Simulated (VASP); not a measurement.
A run of VASP 6.6.1 is set up as follows.

Contents of INCAR:

```
  PREC = Accurate
  ENCUT = 300
  EDIFF = 1E-7
  ISMEAR = 0
  SIGMA = 0.03
  LREAL = F
  LASPH = T
  NELM = 80
  ALGO = Fast
  ISIF = 2
  LWAVE = F
  LCHARG = F
  GGA = PE
  IBRION = 2
  NSW = 40
  EDIFFG = -0.01
```

Contents of KPOINTS:

```
regular mesh
0
Gamma
  5 5 5
```

Contents of POSCAR:

```
BP                                      
1.0
    0.0000000000      2.3177010423      2.3177010423
    2.3177010423      0.0000000000      2.3177010423
    2.3177010423      2.3177010423      0.0000000000
  B               P             
     1     1
Direct
     0.0000000000000000    0.0000000000000000    0.0000000000000000
     0.2500000000000000    0.2500000000000000    0.2500000000000000
```

Potentials or basis: VASP PAW PBE potentials, release 64 (B_s, P).

Command:

```console
$ cat potpaw_PBE.64/B_s/POTCAR potpaw_PBE.64/P/POTCAR > POTCAR
$ mpirun -np 1 vasp_std > vasp.out
```

(1) What does it give for the band gap on the k mesh?

## Answers

(1) 1.31 eV, indirect (least direct gap 3.31 eV).

Caveat: the k mesh is coarse (spacing up to 0.47 Å⁻¹), so the values aren't converged; the relaxation stopped at its first step, so nothing moved; an odd mesh through Γ misses points on the zone boundary, where band edges often lie.
